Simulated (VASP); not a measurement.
Crystal: KF (Carobbiite).

```
CELL_PARAMETERS angstrom
0.00000 2.65497 2.65497
2.65497 0.00000 2.65497
2.65497 2.65497 0.00000
ATOMIC_POSITIONS crystal
K 0.00000 0.00000 0.00000
F 0.50000 0.50000 0.50000
```

Program: VASP 6.6.1. Alike in all runs: task band structure; potentials or basis VASP PAW PBE potentials, release 64 (K_sv, F); no spin polarisation; cell as given; k mesh 6 × 6 × 6; cutoff (eV) 520; smearing gaussian 0.03 eV.

Order these runs on this cell by their band gap on the k mesh, lowest first.
A. level PBE-EpsX; exchange at q = 0 truncated; share of exact exchange 0.5011
B. level HSE06; screening parameter 0.2 1/A
C. level PBE0; exchange at q = 0 truncated
D. level PBE

D (6.27 eV), B (8.30 eV), C (9.04 eV), A (11.93 eV).
